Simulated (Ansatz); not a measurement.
# Lattice dynamics of SnSe (model cell, started as zinc blende), part 2 of 2

Task: relax SnSe (model cell, started as zinc blende), then find its harmonic phonons.

Ansatz 0.2.0; DFT PBEsol, scalar-relativistic, plane waves, PAW.

So far. Step 3 (Tight relaxation): The forces vanish by symmetry and the pressure is -0.005 GPa, within the tolerances set. The cell now holds 36.91 Å³/atom. The relaxed cell has a = 6.659 Å (conventional setting).

The structure was built from a prototype and need not be the compound's stable phase.

### 4. Modes at Γ

The zone centre comes first: it holds the modes that light can see, as far as symmetry allows. No field response is asked, since the mesh shows no gap.

Contents of input.yaml:

```yaml
crystal:
  lattice:
    - [0.0, 3.3296317145, 3.3296317145]
    - [3.3296317145, 0.0, 3.3296317145]
    - [3.3296317145, 3.3296317145, 0.0]
  atoms:
    - { symbol: Sn, position: [0.0, 0.0, 0.0] }
    - { symbol: Se, position: [0.25, 0.25, 0.25] }
kpoints:
  mp_grid: { grid: [12, 12, 12] }
hamiltonian:
  xc: pbesol
scf:
  occupations: { method: methfessel_paxton, width: 0.15 }
output:
  eigenvalues: true
phonons:
  method: dfpt
```

Run with:

```sh
ansatz run input.yaml --threads 4 --pin off --max-ram 7168MiB --backend cpu --events-out ev --progress --plain --runs-dir out
```

Numbers of over 12 decimals in the logs are rounded to 6 here.

The log of the run:

```text
zone centre: on kpoints.mp_grid the ground state, and the responses unless they are solved on pairs of k-points, stand on 163 of the mesh's 1728 k-points, reduced under 8 symmetry operations, with k and −k counted as one. Each operation leaves every solved displacement unchanged or reverses it
[...]
Crystal: 2 atoms, lattice volume = 73.828 Å³
Basis set: ecut = 420 eV, 1459 PW (Γ), exchange–correlation on 64×64×64 points (8 copies of the dense FFT grid, shifted against one another)
Bands: 19, of which v1, the nominal top of the filled ones, is band 15 counted from 1 (14 counted from 0)
Symmetry: 24 space group operations
k-points: 163 of 1728 (irreducible under 8 space group operations, time reversal used)
[...]
SCF iter   1: F=—  HF=-11374.195551 eV  |F-HF|=—  |Δ(HF+E_count)|=         —  Δρ=1.47e-3  dr2=1.22e-3  ethr=1.77e-3  ⟨swp⟩=5.5  Hψ=14843  notcnv=0
[...]
SCF iter  10: F=-11374.194459 eV  HF=-11374.194459 eV  |F-HF|=3.64e-12  |Δ(HF+E_count)|=  7.28e-12  S|Δr|=    0.00e0  Δρ=1.23e-8  dr2=5.67e-14  ethr=1.00e-12  ⟨swp⟩=5.9  Hψ=12188  notcnv=0
the search or the solves at the SCF's close seem to have found levels that the self-consistency loop had missed (the run counts 2). By its estimate they hold under 1e-12 electrons; where the run keeps them, the occupations were computed again with them
SCF 1 converged in 10 iterations: F = -11374.194459 eV  dr2 = 5.67e-14
[...]
DFPT response loops at Γ: preconditioner auto → none (partly filled bands, converged f_vac=0.186); β = 0.50; Broyden in place of MSR1
SCF converged after 10 iterations
[...]
Free energy (F): -11374.194459 eV
[...]
Internal energy: -11374.194713 eV  (E = F + TS)
E sigma→0 (E₀):  -11374.194523 eV
Entropy (-TS):   0.000254 eV (0.127 meV/atom)
Fermi energy:    5.683654 eV
[...]
--- Band table (eV; the first three rows and the last of 163) ---
  k-point 0: bands = [... 11 lower, 0.4099, 3.3173, 3.3173, 3.3173, 7.1369, 7.1369, 7.1369, 10.3761]
  k-point 1: bands = [... 11 lower, 0.2268, 3.2724, 3.2724, 3.4100, 7.1114, 7.2151, 7.2151, 10.6786]
  k-point 2: bands = [... 11 lower, -0.2112, 3.1580, 3.1580, 3.5580, 7.1946, 7.4109, 7.4109, 11.3503]
  k-point 162: bands = [... 11 lower, -1.8531, 1.7343, 1.8234, 5.7821, 7.3005, 7.7895, 9.5890, 11.0551]
--- Phonons (Γ-DFPT): 2 representative perturbations + reference, on 163 of 1728 k-points (Σ response iterations 6) ---
  k mesh reduced under 8 symmetry operations, with k and −k counted as one. Each operation leaves every solved displacement unchanged or reverses it
  ASR residual: 1.836e-5 → 0.000e0 eV/Å²; symmetrization residual: 5.240e-6 eV/Å²
  ASR residual per site (eV/Å²): 1.84e-5 9.78e-6
  Γ frequencies (cm⁻¹): 0.00 0.00 0.00 116.60 116.60 116.60
  non-analytic LO–TO correction: not included (Born effective charges unavailable; polar crystals: no LO–TO splitting at Γ)
```

Run time: 18 s. Hardware: 4 threads of Arm Neoverse V2, shared host; peak memory 0.93 GiB.

Numbers from this step:

* sum-rule residual before enforcement: 1.84e-5 eV/Å²
* point group: -43m
* highest optical mode at the zone centre (no LO-TO term): 116.6 cm⁻¹
* lowest optical zone-centre mode: 116.6 cm⁻¹

Patterns of degenerate modes are one choice out of their space. The modes at Γ (shares of kinetic energy by element, %):

| mode | frequency (cm⁻¹) | symmetry | Sn % | Se % |
| --- | --- | --- | --- | --- |
| 1 | 0.0 | acoustic | 60 | 40 |
| 2 | 0.0 | acoustic | 60 | 40 |
| 3 | 0.0 | acoustic | 60 | 40 |
| 4 | 116.6 | T2 | 40 | 60 |
| 5 | 116.6 | T2 | 40 | 60 |
| 6 | 116.6 | T2 | 40 | 60 |

Displacements in mode 6 (116.6 cm⁻¹), the largest set to 1:
```
Sn1  0.00 -0.67  0.00
Se2  0.00  1.00  0.00
```

Before it was imposed, the acoustic sum rule was missed by 1.8e-5 eV/Å². Small misses are needed for a sound result but don't prove that mesh and cutoff are converged. The lowest optical mode is real, 117 cm⁻¹.

### 5. Phonons on a q mesh

Stability and thermal properties need the whole zone. Linear response on a 4×4×4 q mesh gives force constants as far as a supercell of that size would.

Changes to input.yaml since step 4:

```diff
@@ -18 +18,8 @@
   method: dfpt
+  qmesh: [4, 4, 4]
+  temperatures: { t_max: 1000, t_step: 50 }
+  qpath:
+    path:
+      - [[0.0, 0.0, 0.0], [-0.5, -0.5, 0.0], [-0.375, -0.375, 0.25]]
+      - [[-0.375, 0.0, 0.375], [0.0, 0.0, 0.0], [0.0, 0.0, 0.5], [-0.5, -0.25, 0.25], [-0.5, -0.5, 0.0]]
+    npoints: 10
```

The log of the run:

```text
Warning: phonons: the dynamical matrix that this run interpolates holds no multipole term above the dipole-dipole one, and a site of this crystal is no centre of inversion, so its interpolated transverse optical and acoustic branches and sound speeds can stay off near Gamma, and the density of states and the thermodynamics with them. What a run solves at a wave vector of phonons.qpoints, Gamma apart, where the deck admits one, is free of this, and under fd what a larger phonons.supercell samples
[...]
Crystal: 2 atoms, lattice volume = 73.828 Å³
Basis set: ecut = 420 eV, 1459 PW (Γ), exchange–correlation on 64×64×64 points (8 copies of the dense FFT grid, shifted against one another)
Bands: 19, of which v1, the nominal top of the filled ones, is band 15 counted from 1 (14 counted from 0)
Symmetry: 24 space group operations
k-points: 72 of 1728 (time reversal used)
[...]
SCF iter   1: F=—  HF=-11374.195529 eV  |F-HF|=—  |Δ(HF+E_count)|=         —  Δρ=1.48e-3  dr2=1.23e-3  ethr=1.77e-3  ⟨swp⟩=5.5  Hψ=6535  notcnv=0
[...]
SCF iter  10: F=-11374.194459 eV  HF=-11374.194459 eV  |F-HF|=3.64e-12  |Δ(HF+E_count)|=    0.00e0  S|Δr|=    0.00e0  Δρ=1.22e-8  dr2=5.50e-14  ethr=1.00e-12  ⟨swp⟩=5.9  Hψ=5347  notcnv=0
[...]
SCF 1 converged in 10 iterations: F = -11374.194459 eV  dr2 = 5.50e-14
[...]
SCF iter   5: F=-11374.194459 eV  HF=-11374.194459 eV  |F-HF|=3.64e-12  |Δ(HF+E_count)|=  3.64e-12  S|Δr|=    0.00e0  Δρ=9.87e-8  dr2=6.48e-12  ethr=1.00e-12  ⟨swp⟩=2.7  Hψ=3339  notcnv=0
SCF 2 converged in 5 iterations: F = -11374.194459 eV  dr2 = 6.48e-12
phonons: the bands overlap, so this run is a metal and interpolates without the dipole-dipole term. If the crystal is really an insulator or semiconductor, its LO-TO splitting is missing
NSCF: frozen V_eff on 72 k-points
WARN: eigensolver did not converge in 3 slots of this pass, the one above among them; of largest residual over every band (k=15): 1 band(s) unlocked (lowest unlocked band 18, counted from 0; max residual 1.12e-4 eV among the unlocked bands, 1.12e-4 eV over every band); of lowest unlocked band (k=15): band 18
[...]
DFPT response loops at q = (0, 0, 0) (fractional): preconditioner auto → none (partly filled bands, converged f_vac=0.186); β = 0.50; Broyden in place of MSR1
[...]
SCF converged after 10 iterations
[...]
Free energy (F): -11374.194459 eV
[...]
Internal energy: -11374.194713 eV  (E = F + TS)
E sigma→0 (E₀):  -11374.194523 eV
Entropy (-TS):   0.000254 eV (0.127 meV/atom)
Fermi energy:    5.683654 eV
[...]
--- Band table (eV; the first three rows and the last of 72) ---
  k-point 0: bands = [... 11 lower, 0.4099, 3.3173, 3.3173, 3.3173, 7.1369, 7.1369, 7.1369, 10.3761]
  k-point 1: bands = [... 11 lower, 0.2268, 3.2724, 3.2724, 3.4100, 7.1114, 7.2151, 7.2151, 10.6786]
  k-point 2: bands = [... 11 lower, -0.2112, 3.1580, 3.1580, 3.5580, 7.1946, 7.4109, 7.4109, 11.3503]
  k-point 71: bands = [... 11 lower, -1.8531, 1.7343, 1.8234, 5.7821, 7.3005, 7.7895, 9.5890, 11.0551]
--- Phonons (Γ-DFPT): 2 representative perturbations + reference (Σ response iterations 6) ---
  ASR residual: 1.855e-5 → 0.000e0 eV/Å²; symmetrization residual: 5.360e-6 eV/Å²
  ASR residual per site (eV/Å²): 1.86e-5 9.78e-6
  Γ frequencies (cm⁻¹): 0.00 0.00 0.00 116.60 116.60 116.60
--- Phonons (arbitrary-q DFPT): 8 irreducible q on the 4×4×4 mesh ---
  q = [0.0000, 0.0000, 0.0000] (star 1, of the zone-centre solve; hermiticity 4.52e-6, symmetrization 9.71e-12): -0.00 0.00 0.00 116.60 116.60 116.60
  q = [0.0000, 0.0000, 0.2500] (star 8, 2 solved perturbations on 936 of 1728 k-point pairs; hermiticity 4.60e-6, symmetrization 6.09e-9): -18.78 -18.78 41.87 115.12 115.12 135.16
[...]
q = [0.0000, 0.2500, 0.2500] (star 6, 4 solved perturbations in 1608 linear systems a pass and spin channel, the states on 510 of 1728 k-point pairs; hermiticity 3.16e-6, symmetrization 1.24e-8): -49.60 -49.60 65.24 98.15 98.15 134.34
[...]
sum rule: each row above includes the acoustic sum rule's correction from the zone centre's row sums; it moved no ω² by more than (0.21 cm⁻¹)²
  mesh force constants: q→R imaginary residual 1.22e-18; ASR residual 1.855e-5 → 0.000e0 eV/Å²; symmetrization residual 2.665e-15 eV/Å²
  interpolated dispersion: 62 rows × 6 modes
  density of states and harmonic sums: on the 16×16×16 q-mesh, interpolated from the force constants of a 4×4×4 supercell (no non-analytic term)
  largest difference from the sums on the solved wave vectors: F 6.92e-3 eV, S 8.75e-6 and C_V 1.83e-6 eV/K
  zero-point energy: 0.025235 eV/cell   skipped modes (ω ≤ 0): 289, of them read as no rigid motion or as one in doubt: 286 (1.994e0 modes/cell left out, lowest -57.80 cm⁻¹)   left out of the sums: 3.32e-1 of the cell's modes: C_V's classical limit lies that fraction below 3 k_B per atom; for a crystal, a wire or a layer, F and S can be off by more, and a phonons.interpolated_qmesh denser along its periods is the remedy for the sampling
```

Elapsed: 7.6 min, on 4 threads; peak memory 4.3 GiB; 30 min of CPU time.

Numbers from this step:

```yaml
sum_rule_residual_before_enforcement: 1.86e-5 eV/Å²
lowest_frequency_on_the_path: -57.80 cm⁻¹
highest_frequency_on_the_path_or_at_a_solved_wavevector: 136.7 cm⁻¹
lowest_mode_on_the_q_mesh_acoustic_modes_at_gamma_apart: -57.8 cm⁻¹
```

Frequencies (cm⁻¹) solved at each irreducible wavevector; negative means imaginary. Frequencies by wavevector, by row:

```csv
q in reciprocal lattice units,star,mode 1,mode 2,mode 3,mode 4,mode 5,mode 6
0 0 0,1,0,0,0,116.6,116.6,116.6
0 0 0.25,8,-18.8,-18.8,41.9,115.1,115.1,135.2
0 0 -0.5,4,-18.6,-18.6,79.1,113.3,113.3,131.4
0 0.25 0.25,6,-49.6,-49.6,65.2,98.2,98.2,134.3
0 0.25 -0.5,24,-37.4,-37.4,88.1,97.3,98.1,128.3
0 0.25 -0.25,12,-44.5,-19.9,71.5,101.4,110.8,125.7
0 -0.5 -0.5,3,-57.8,-57.8,79,79,95.4,112
0.25 -0.5 -0.25,6,-50.8,-35,81.9,90.8,110.1,115.2
```

Interpolated from a 4×4×4 q mesh. Phonon branches along the path, in cm⁻¹:

| point | branch 1 | branch 2 | branch 3 | branch 4 | branch 5 | branch 6 |
| --- | --- | --- | --- | --- | --- | --- |
| Γ | 0 | 0 | 0 | 117 | 117 | 117 |
| halfway | -50 | -50 | 65 | 98 | 98 | 134 |
| X | -58 | -58 | 79 | 79 | 95 | 112 |
| halfway | -54 | -50 | 80 | 82 | 100 | 114 |
| U | -48 | -35 | 84 | 92 | 105 | 119 |
| jump to K | -48 | -35 | 84 | 92 | 105 | 119 |
| halfway | -40 | -13 | 53 | 107 | 115 | 129 |
| Γ | 0 | 0 | 0 | 117 | 117 | 117 |
| halfway | -19 | -19 | 42 | 115 | 115 | 135 |
| L | -19 | -19 | 79 | 113 | 113 | 131 |
| halfway | -38 | -22 | 89 | 99 | 106 | 127 |
| W | -51 | -35 | 82 | 91 | 110 | 115 |
| halfway | -52 | -45 | 81 | 85 | 104 | 115 |
| X | -58 | -58 | 79 | 79 | 95 | 112 |

The phonon branches as a text plot (rows in cm⁻¹):

```
    133 |   *****               **         **********
    125 |  *     ***       *****  ***    **          ****
    116 |***        *  ****    ********************      *******
    108 |   ***      **  ** *** **                 ****  *****  *
    100 |      *      ***  *****                     ****     **
     92 |       *   **   **                           *******   *
     84 |        ****  ******                      ***  *******
     76 |       *    **      **                 ***            **
     68 |      *               *               *
     60 |                                     *
     52 |    **                 *            *
     44 |   *                    *          *
     35 |                         **       *
     27 |  *
     19 | *                         *     *
     11 |                            *   *
      3 |*                        *******
     -5 |                        *      *
    -13 | *                     *    *   ***
    -21 |  *                ****    *       ************
    -29 |   *              *      **                **  *
    -38 |                **     **                    *  *****
    -46 |    ***        ********                       **     *
    -54 |       *********                                ********
         Γ           X  U|K            Γ         L        W     X
```

The phonon density of states has structure finer than the step of the table below, so its rows give means over 10 cm⁻¹, whole bins alone (the curve runs from -57 to 137 cm⁻¹). Peaks (cm⁻¹: height): -49.0: 0.0632, 85.0: 0.0894, 103.0: 0.119, 131.0: 0.0857.

Tetrahedra on a 16×16×16 mesh, mean over bins of 2 cm-1. Interpolated from a 4×4×4 q mesh. Table of phonon density of states by wavenumber; means over each step:

wavenumber (cm⁻¹), phonon density of states (1/cm⁻¹/cell) and a bar:
```
      -50      0.050 ##################
      -40      0.050 ##################
      -30      0.050 ##################
      -20      0.042 ###############
      -10      0.005 ##
        0      0.001 
       10      0.000 
       20      0.001 
       30      0.002 #
       40      0.004 #
       50      0.006 ##
       60      0.009 ###
       70      0.013 #####
       80      0.045 ################
       90      0.056 ####################
      100      0.083 ##############################
      110      0.072 ##########################
      120      0.038 ##############
      130      0.067 ########################
```

The partial phonon density of states has structure finer than the step of the table below, so its rows give means over 10 cm⁻¹, whole bins alone (the curve runs from -67.7 to 151 cm⁻¹). Peaks (cm⁻¹: height): Se -48.5: 0.0488, 86.1: 0.0206, 113.6: 0.0354, 130.1: 0.0379; Sn -22.4: 0.0250, 84.8: 0.0559, 102.6: 0.0678, 130.1: 0.0363.

Phonopy on the run's constants, 15x15x15 mesh, Gaussian sigma 2.0 cm-1. Interpolated from a 4×4×4 q mesh. Table of partial phonon density of states by wavenumber; means over each step; values in 1/cm⁻¹/cell:

| wavenumber (cm⁻¹) | Se | Sn |
| --- | --- | --- |
| -60 | 0.00459 | 6.6e-4 |
| -50 | 0.0397 | 0.00923 |
| -40 | 0.0351 | 0.0141 |
| -30 | 0.0306 | 0.0173 |
| -20 | 0.0225 | 0.0192 |
| -10 | 0.00246 | 0.00293 |
| 0 | 5.3e-4 | 7.6e-4 |
| 10 | 1.8e-4 | 2.6e-4 |
| 20 | 3.3e-4 | 4.6e-4 |
| 30 | 8.2e-4 | 0.00111 |
| 40 | 0.00169 | 0.00215 |
| 50 | 0.00291 | 0.00339 |
| 60 | 0.00425 | 0.00448 |
| 70 | 0.00662 | 0.00661 |
| 80 | 0.0143 | 0.0302 |
| 90 | 0.0157 | 0.0427 |
| 100 | 0.0248 | 0.0553 |
| 110 | 0.0319 | 0.0405 |
| 120 | 0.0253 | 0.0157 |
| 130 | 0.0324 | 0.0299 |
| 140 | 0.00324 | 0.00305 |

Second derivatives of the energy by pair, one row for each kind of neighbour of each atom listed. Each entry sums the pair over the periodic images of the supercell that the q mesh stands for, and in a polar crystal it holds the long-range dipole part too. Force constants by pair, by row:

```csv
atom,neighbour,distance (Å),third of the trace (eV/Å²),along the pair's line (eV/Å²)
Sn1,itself,0,3.441,–
Sn1,Se,2.884,-0.6501,-1.505
Sn1,Sn,4.709,-0.0512,-0.3855
Sn1,Se,5.522,-0.0174,0.0388
Sn1,Sn,6.659,-0.0804,-0.0672
Sn1,Se,7.257,0.0402,0.0548
Se2,itself,0,1.626,–
Se2,Sn,2.884,-0.6501,-1.505
Se2,Se,4.709,0.0867,-0.1816
Se2,Sn,5.522,-0.0174,0.0388
Se2,Se,6.659,-0.081,-0.1365
Se2,Sn,7.257,0.0402,0.0548
```

Symmetry leaves 8 wavevectors to solve. The lowest mode among them, the acoustic zeros apart, lies at q = (0, -0.5, -0.5) and is imaginary, 57.8i cm⁻¹, so the energy falls along it.

### 6. Isotope substitution, element Se, natural mass 78.971 amu

An isotope changes the mass and not the force constants, so no new electronic calculation is needed; the shifts show which modes move this element.

The same force constants with the mass of Se changed from 78.971 to 81.917 u (phonopy, no LO-TO term). Both lists are sorted by frequency; levels can cross, so a row need not hold one and the same mode. Modes under 3 cm⁻¹ are left out. Isotope shifts, by row:

```
          q  rank  natural mass (cm⁻¹)  changed mass (cm⁻¹)
      0 0 0     4                116.6                115.3
      0 0 0     5                116.6                115.3
      0 0 0     6                116.6                115.3
   0 0 0.25     1               -18.78               -18.62
   0 0 0.25     2               -18.78               -18.62
   0 0 0.25     3                41.87                41.49
   0 0 0.25     4                115.1                  114
   0 0 0.25     5                115.1                  114
   0 0 0.25     6                135.2                133.9
   0 0 -0.5     1               -18.63               -18.46
   0 0 -0.5     2               -18.63               -18.46
   0 0 -0.5     3                79.12                78.16
   0 0 -0.5     4                113.3                112.3
   0 0 -0.5     5                113.3                112.3
   0 0 -0.5     6                131.4                130.6
0 0.25 0.25     1                -49.6               -48.99
0 0.25 0.25     2                -49.6               -48.99
0 0.25 0.25     3                65.24                64.78
0 0.25 0.25     4                98.15                97.58
0 0.25 0.25     5                98.15                97.58
0 0.25 0.25     6                134.3                132.8
```

A mode of this element alone would shift by -1.81 %. The highest zone-centre frequency without the field goes from 116.6 to 115.3 cm⁻¹ (-1.1 %). The product of the frequency ratios over all optical modes at Γ is 0.968; the product rule, (m/m′)^(3k/2) (M′/M)^(3/2) with k = 1 such atoms and M the mass of the cell, gives 0.968.

### 7. Another isotope, element Sn, natural mass 118.71 amu

The same for Sn, from 118.71 to 123.91 u.

The same force constants with the mass of Sn changed from 118.710 to 123.905 u (phonopy, no LO-TO term). Both lists are sorted by frequency; levels can cross, so a row need not hold one and the same mode. Modes under 3 cm⁻¹ are left out. Isotope shifts, by row:

| q | rank | natural mass (cm⁻¹) | changed mass (cm⁻¹) |
| --- | --- | --- | --- |
| 0 0 0 | 4 | 116.6 | 115.6 |
| 0 0 0 | 5 | 116.6 | 115.6 |
| 0 0 0 | 6 | 116.6 | 115.6 |
| 0 0 0.25 | 1 | -18.78 | -18.56 |
| 0 0 0.25 | 2 | -18.78 | -18.56 |
| 0 0 0.25 | 3 | 41.87 | 41.42 |
| 0 0 0.25 | 4 | 115.1 | 114 |
| 0 0 0.25 | 5 | 115.1 | 114 |
| 0 0 0.25 | 6 | 135.2 | 133.8 |
| 0 0 -0.5 | 1 | -18.63 | -18.44 |
| 0 0 -0.5 | 2 | -18.63 | -18.44 |
| 0 0 -0.5 | 3 | 79.12 | 78.52 |
| 0 0 -0.5 | 4 | 113.3 | 112.1 |
| 0 0 -0.5 | 5 | 113.3 | 112.1 |
| 0 0 -0.5 | 6 | 131.4 | 129.6 |
| 0 0.25 0.25 | 1 | -49.6 | -49.26 |
| 0 0.25 0.25 | 2 | -49.6 | -49.26 |
| 0 0.25 0.25 | 3 | 65.24 | 64.36 |
| 0 0.25 0.25 | 4 | 98.15 | 96.74 |
| 0 0.25 0.25 | 5 | 98.15 | 96.74 |
| 0 0.25 0.25 | 6 | 134.3 | 133.3 |

A mode of this element alone would shift by -2.12 %. The highest zone-centre frequency without the field goes from 116.6 to 115.6 cm⁻¹ (-0.8 %). The product of the frequency ratios over all optical modes at Γ is 0.975; the product rule, (m/m′)^(3k/2) (M′/M)^(3/2) with k = 1 such atoms and M the mass of the cell, gives 0.975.

### 8. Results

```json
{
  "space group after relaxation (within 0.01 Å)": "F-43m",
  "volume per atom": "36.9 Å³",
  "electronic character": "no gap on this mesh",
  "highest optical mode at the zone centre (no LO-TO term)": "117 cm⁻¹",
  "lowest optical zone-centre mode": "117 cm⁻¹",
  "lowest mode on the q mesh (acoustic modes at Γ apart)": "-57.8 cm⁻¹",
  "highest frequency on the path or at a solved wavevector": "137 cm⁻¹",
  "imaginary modes on the 4×4×4 q mesh": "yes"
}
```

Modes are clearly imaginary (beyond 10i cm⁻¹) at 7 of the 8 irreducible wavevectors, most at q = (0, -0.5, -0.5) (57.8i cm⁻¹), so this structure is not a minimum of the energy. The optical modes at Γ form one degenerate level at 117 cm⁻¹. Where the functional closes the gap at Γ, the partly filled states at that one point of a Γ-centred mesh soften the zone-centre modes by up to a few per cent. With no gap, or one that is small against the smearing, the frequencies hang on the k mesh and the smearing, most of all near Kohn anomalies. A semilocal functional can close a gap that the real compound would have, so the metallic treatment may be an artefact of the level. Spin-orbit coupling is left out, which can matter for the heavy elements here. A phonon run warned that its eigensolver left some bands unconverged in a pass. The starting cell was built on a prototype and not taken from a measurement, so the phase need not exist. These are harmonic frequencies at zero temperature: anharmonic shifts, linewidths and thermal expansion are left out.

[Logs are printed without paths, hosts, clocks, repeated set-up lines and the standing remarks that a program may print on its own settings, such as how far it seeks lower states.]

[Hosts, paths, dates, database ids (printed as entryN), source tags and the programs' standing remarks are cut or masked in the printed files.]
